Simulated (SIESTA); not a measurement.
Crystal: BP.

```
P B
1.0
     0.00000    2.26900    2.26900
     2.26900    0.00000    2.26900
     2.26900    2.26900    0.00000
P B
1 1
Direct
  0.75000 0.75000 0.75000
  0.00000 0.00000 0.00000
```

Base run:

```yaml
Program: SIESTA 5.4.2
Functional: PBEsol
Potentials_or_basis: PseudoDojo 0.4 standard (PBEsol files)
Basis: DZP (energy shift 0.003 Ry)
Grid_cutoff: 500 Ry
Energy_shift: 0.003 Ry
k_mesh: 10 × 10 × 10
Occupations: fermi-dirac, width 0.05 eV
Spin: no spin polarisation
```

Its results: band gap on the k mesh 1.16 eV, indirect (least direct gap 3.38 eV); pressure 1.5 GPa.

Question: The run is repeated on the same cell with these changes: functional from PBEsol to LDA; potentials or basis from PseudoDojo 0.4 standard (PBEsol files) to PseudoDojo 0.4 standard (LDA files). What comes out?

Answer: Band gap on the k mesh 1.22 eV, indirect (least direct gap 3.41 eV); pressure -2.2 GPa.

Caveats: the basis of atomic orbitals isn't converged, which shifts pressures, moduli and gaps.
